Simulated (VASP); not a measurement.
# TaC (Fm-3m) in VASP: single point with HSE06

Aim: the single point of TaC with HSE06.

Program: VASP 6.6.1. These are calculated values, not measurements. Logs are shortened: lines on timing, memory, paths and dates and some standing lists are left out, and cuts for length are marked.

### Step 1. The structure

It takes space group Fm-3m (No. 225, cubic). Conventional cell: a = 4.443 Å, b = 4.443 Å, c = 4.443 Å, α = 90.00°, β = 90.00°, γ = 90.00°. Around Ta (site symmetry m-3m) lie 6 C at 2.22 Å. C (site symmetry m-3m) has 6 Ta at 2.22 Å as nearest neighbours.

The cell is a database's computed one.

### Step 2. Single point, HSE06

POSCAR

```
TaC
1.0
    0.0000000000      2.2213700000      2.2213700000
    2.2213700000      0.0000000000      2.2213700000
    2.2213700000      2.2213700000      0.0000000000
Ta C
1 1
Direct
    1.0000000000      1.0000000000      1.0000000000
    0.5000000000      0.5000000000      0.5000000000
```

INCAR.step1

```
PREC = Accurate
ENCUT = 520
EDIFF = 1E-5
ISMEAR = 0
SIGMA = 0.1
LREAL = F
LASPH = T
NELM = 80
ALGO = Normal
ISIF = 2
LWAVE = T
LCHARG = F
GGA = PE
```

INCAR.step2

```
PREC = Accurate
ENCUT = 520
EDIFF = 1E-7
ISMEAR = 0
SIGMA = 0.1
LREAL = F
LASPH = T
NELM = 80
ALGO = Normal
ISIF = 2
LWAVE = F
LCHARG = F
GGA = PE
LHFCALC = T
HFSCREEN = 0.2
PRECFOCK = Fast
ISTART = 1
```

KPOINTS

```
Automatic mesh
0
Gamma
  8 8 8
```

Potentials or basis: VASP PAW PBE potentials, release 64 (Ta_pv, C).

The run is started by

```console
> cat potpaw_PBE.64/Ta_pv/POTCAR potpaw_PBE.64/C/POTCAR > POTCAR
> cp INCAR.step1 INCAR
> mpirun -np 1 vasp_std > vasp.out
> cp INCAR.step2 INCAR
> mpirun -np 1 vasp_std > vasp.out
```

OUTCAR:

```text
PREC = Accurate
   ENCUT = 520
   EDIFF = 1E-7
   ISMEAR = 0
   LREAL = F
   LASPH = T
   NELM = 80
   ISIF = 2
   GGA = PE
   LHFCALC = T
   HFSCREEN = 0.2
   PRECFOCK = Fast
   ISTART = 1

 ion  position               nearest neighbor table
   1  0.000  0.000  0.000-   2 2.22   2 2.22   2 2.22   2 2.22   2 2.22   2 2.22
   2  0.500  0.500  0.500-   1 2.22   1 2.22   1 2.22   1 2.22   1 2.22   1 2.22

  LATTYP: Found a face centered cubic cell.
 ALAT       =     4.4427400000

  Lattice vectors:

 A1 = (   0.0000000000,   2.2213700000,   2.2213700000)
 A2 = (   2.2213700000,   0.0000000000,   2.2213700000)
 A3 = (   2.2213700000,   2.2213700000,   0.0000000000)

Analysis of symmetry for initial positions (statically):
=====================================================================
 Subroutine PRICEL returns:
 Original cell was already a primitive cell.

 Routine SETGRP: Setting up the symmetry group for a
 face centered cubic supercell.

 Subroutine GETGRP returns: Found 48 space group operations
 (whereof 48 operations were pure point group operations)
 out of a pool of 48 trial point group operations.

The static configuration has the point symmetry O_h .

Analysis of symmetry for dynamics (positions and initial velocities):
=====================================================================
 Subroutine PRICEL returns:
 Original cell was already a primitive cell.

 Routine SETGRP: Setting up the symmetry group for a
 face centered cubic supercell.

 Subroutine GETGRP returns: Found 48 space group operations
 (whereof 48 operations were pure point group operations)
 out of a pool of 48 trial point group operations.

The dynamic configuration has the point symmetry O_h .

 Subroutine INISYM returns: Found 48 space group operations
 (whereof 48 operations are pure point group operations),
 and found     1 'primitive' translations

----------------------------------------------------------------------------------------

                                     Primitive cell

  volume of cell :      21.9226

  direct lattice vectors                    reciprocal lattice vectors
     0.000000000  2.221370000  2.221370000    -0.225086321  0.225086321  0.225086321
     2.221370000  0.000000000  2.221370000     0.225086321 -0.225086321  0.225086321
     2.221370000  2.221370000  0.000000000     0.225086321  0.225086321 -0.225086321

  length of vectors
     3.141491581  3.141491581  3.141491581     0.389860943  0.389860943  0.389860943

  position of ions in fractional coordinates (direct lattice)
     0.000000000  0.000000000  0.000000000
     0.500000000  0.500000000  0.500000000

  ion indices of the primitive-cell ions
   primitive index   ion index
                 1           1
                 2           2

----------------------------------------------------------------------------------------

 KPOINTS: Automatic mesh

Automatic generation of k-mesh.
 Grid dimensions read from file:
 generate k-points for:    8    8    8

 Generating k-lattice:

  Cartesian coordinates                     Fractional coordinates (reciprocal lattice)
    -0.028135790  0.028135790  0.028135790     0.125000000  0.000000000  0.000000000
     0.028135790 -0.028135790  0.028135790     0.000000000  0.125000000  0.000000000
     0.028135790  0.028135790 -0.028135790     0.000000000  0.000000000  0.125000000

  Length of vectors
     0.048732618  0.048732618  0.048732618

  Shift w.r.t. Gamma in fractional coordinates (k-lattice)
     0.000000000  0.000000000  0.000000000

 Subroutine IBZKPT returns following result:
 ===========================================

 Found     29 irreducible k-points:

 Following reciprocal coordinates:
            Coordinates               Weight
  0.000000  0.000000  0.000000      1.000000
  0.125000  0.000000  0.000000      8.000000
  0.250000  0.000000  0.000000      8.000000
  0.375000  0.000000  0.000000      8.000000
  0.500000  0.000000  0.000000      4.000000
  0.125000  0.125000  0.000000      6.000000
[... 16 lines left out ...]
  0.500000  0.250000  0.125000     48.000000
 -0.375000  0.250000  0.125000     24.000000
 [... further k-points ...]
   k-points           NKPTS =     29   k-points in BZ     NKDIM =    512   number of bands    NBANDS=     11
   number of dos      NEDOS =    301   number of ions     NIONS =      2
   total plane-waves  NPLWV =  13824
   dimension x,y,z NGX =    24 NGY =   24 NGZ =   24
   dimension x,y,z NGXF=    48 NGYF=   48 NGZF=   48
   ions per type =               1   1
   NGX,Y,Z   is equivalent  to a cutoff of  12.70, 12.70, 12.70 a.u.
   NGXF,Y,Z  is equivalent  to a cutoff of  25.40, 25.40, 25.40 a.u.
 SYSTEM =  unknown system
   PREC   = accura    normal or accurate (medium, high low for compatibility)
   ISTART =      1    job   : 0-new  1-cont  2-samecut
   ICHARG =      0    charge: 1-file 2-atom 10-const
   ISPIN  =      1    spin polarized calculation?
   LNONCOLLINEAR =      F non collinear calculations
   LSORBIT =      F    spin-orbit coupling
   LASPH  =      T    aspherical Exc in radial PAW
   ENCUT  =  520.0 eV  38.22 Ry    6.18 a.u.   5.84  5.84  5.84*2*pi/ulx,y,z
   NELM   =     80;   NELMIN=  2; NELMDL=  0     # of ELM steps
   EDIFF  = 0.1E-06   stopping-criterion for ELM
   LREAL  =      F    real-space projection
   EDIFFG = 0.1E-05   stopping-criterion for IOM
   NSW    =      0    number of steps for IOM
   IBRION =     -1    ionic relax: 0-MD 1-quasi-New 2-CG
   NFREE  =      0    steps in history (QN), initial steepest desc. (CG)
   ISIF   =      2    stress and relaxation
   ISYM   =      3    0-nonsym 1-usesym 2-fastsym
   POTIM  = 0.5000    time-step for ionic-motion
   TEBEG  =    0.0;   TEEND  =   0.0 temperature during run
   PSTRESS=    0.0 pullay stress
   NELECT =      15.0000    total number of electrons
   NUPDOWN=      -1.0000    fix difference up-down
   EMIN   =  10.00;   EMAX   =-10.00  energy-range for DOS
   EFERMI =   0.00;   METHOD = LEGACY
   ISMEAR =     0;   SIGMA  =   0.10  broadening in eV -4-tet -1-fermi 0-gaus
   EFERMI_NEDOS =   21; number of points for ismear=-14 and -15
   IALGO  =     38    algorithm
   IMIX   =      1    mixing-type and parameters
     AMIX     =   0.40;   BMIX     =  1.00
     AMIX_MAG =   1.60;   BMIX_MAG =  1.00
  volume/ion in A,a.u.               =      10.96        73.97
  Fermi-wavevector in a.u.,A,eV,Ry     =   1.442584  2.726088 28.314373  2.081048
  Thomas-Fermi vector in A             =   2.561087
   LORBIT       =      0    0 simple, 1 ext, 2 COOP (PROOUT), +10 PAW based schemes
   GGA     = PE    functional components
   LHFCALC =     T    Hartree Fock is set to
   PRECFOCK=fast      Normal, Fast or Accurate (Low or Medium for compatibility)
   ENCUT4O =  -1.0   cutoff for four orbital integrals eV
   NKREDX  =     1    reduce k-point grid by
   NKREDY  =     1    reduce k-point grid by
   NKREDZ  =     1    reduce k-point grid by
   AEXX    =    0.2500 exact exchange contribution
   HFSCREEN=    0.2000 screening length (either q_TF or 0.3 A-1)
   HFSCREENC=   0.2000 screening length for correlation (either q_TF or 0.3 A-1)
   ENCUTFOCK=  -1.0 apply spherical cutoff to Coloumb kernel
   IVDW    =     0    specifies the selected vdW correction
   LEPSILON=     F    determine dielectric tensor
   LRPA    =     F    only Hartree local field effects (RPA)
 non-spin polarized calculation
 Gauss-broadening in eV      SIGMA  =   0.10
  energy-cutoff  :      520.00
  volume of cell :       21.92
 maximum number of plane-waves:       609
  NGX = 14; NGY = 14; NGZ = 14

 number of electron      15.0000001 magnetization

 Free energy of the ion-electron system (eV)
  ---------------------------------------------------
  ext. energy  EPLUGINS =         0.00000000
  ---------------------------------------------------
  free energy    TOTEN  =       -25.53278236 eV

  energy without entropy =      -25.52813656  energy(sigma->0) =      -25.53045946

 E-fermi :   8.7906     XC(G=0): -10.7904

 val. band max:        8.4692558630   @ k =   0.3750   0.1250   0.0000
 cond. band min:       8.8438459668   @ k =  -0.3750   0.3750   0.1250
 fundamental gap:      0.3745901038
 Fermi energy:         8.7906494270

 k-point     1 :       0.0000    0.0000    0.0000
  band No.  band energies     occupation
      1     -29.1941      2.00000
      2     -29.1941      2.00000
      3     -29.1941      2.00000
      4      -8.4095      2.00000
      5       7.0035      2.00000
      6       7.0035      2.00000
      7       7.0035      2.00000
      8       7.7764      2.00000
      9       7.7764      2.00000
     10       7.7764      2.00000
     11       9.3489      0.00000

 k-point     2 :       0.1250    0.0000    0.0000
  band No.  band energies     occupation
      1     -29.3288      2.00000
      2     -29.2069      2.00000
      3     -29.2069      2.00000
      4      -7.9268      2.00000
      5       4.9668      2.00000
      6       5.5652      2.00000
      7       5.5652      2.00000
      8       7.7931      2.00000
      9       7.7931      2.00000
     10       8.8812      0.20058
     11      11.7459      0.00000

 k-point     3 :       0.2500    0.0000    0.0000
  band No.  band energies     occupation
      1     -29.6407      2.00000
      2     -29.2372      2.00000
      3     -29.2372      2.00000
      4      -6.6252      2.00000
      5       2.3420      2.00000
      6       3.6572      2.00000
      7       3.6572      2.00000
      8       9.1064      0.00001
      9       9.1064      0.00001
     10       9.7939      0.00000
     11      15.0457      0.00000
[... 267 lines left out ...]
 k-point    23 :       0.5000    0.2500    0.1250
  band No.  band energies     occupation
      1     -29.8592      2.00000
      2     -29.4877      2.00000
      3     -29.3283      2.00000
      4      -4.9015      2.00000
      5       0.2770      2.00000
      6       2.6287      2.00000
      7       3.0493      2.00000
      8       8.9634      0.01454
      9      12.0510      0.00000
     10      12.6283      0.00000
     11      14.7263      0.00000

 k-point    24 :      -0.3750    0.2500    0.1250
  band No.  band energies     occupation
      1     -29.9286      2.00000
      2     -29.5092      2.00000
      3     -29.3543      2.00000
      4      -4.4064      2.00000
      5      -0.1668      2.00000
      6       2.4556      2.00000
      7       2.7522      2.00000
      8      10.5144      0.00000
      9      10.8314      0.00000
     10      12.8224      0.00000
     11      16.7277      0.00000

 [... further k-points ...]
[... 5 lines left out ...]
  --------------------------------------------------------------------------------------
  -------------------------------------------------------------------------------------
  Total        0.1264832      0.1264832      0.1264832     -0.0000000      0.0000000     -0.0000000
  in kB        9.2438049      9.2438049      9.2438049     -0.0000000      0.0000000     -0.0000000
  external PRESSURE =       9.2438049 kB  Pullay stress =       0.0000000 kB

 VOLUME and BASIS-vectors are now :
 -----------------------------------------------------------------------------
  energy-cutoff  :      520.00
  volume of cell :       21.92
      direct lattice vectors                 reciprocal lattice vectors
     0.000000000  2.221370000  2.221370000    -0.225086321  0.225086321  0.225086321
     2.221370000  0.000000000  2.221370000     0.225086321 -0.225086321  0.225086321
     2.221370000  2.221370000  0.000000000     0.225086321  0.225086321 -0.225086321

 POSITION                                       TOTAL-FORCE (eV/Angst)
 -----------------------------------------------------------------------------------
      0.00000      0.00000      0.00000        -0.000000     -0.000000      0.000000
      2.22137      2.22137      2.22137         0.000000      0.000000      0.000000
 -----------------------------------------------------------------------------------
    total drift:                                0.000000      0.000000      0.000000

  FREE ENERGIE OF THE ION-ELECTRON SYSTEM (eV)
  ---------------------------------------------------
  free  energy   TOTEN  =       -25.5327823606 eV

  energy  without entropy=      -25.5281365628  energy(sigma->0) =      -25.53045946
```

It took 79 min on 1 thread of AMD EPYC 7R43 (Zen 3), shared host; peak memory 0.23 GiB.

Results:

- Free energy: -25.5328 eV
- Pressure: 0.9 GPa
- Band gap on the k mesh: none (metal or under the smearing width)

Caveat: the PAW data sets were made with another functional, which shifts forces and pressure a little.
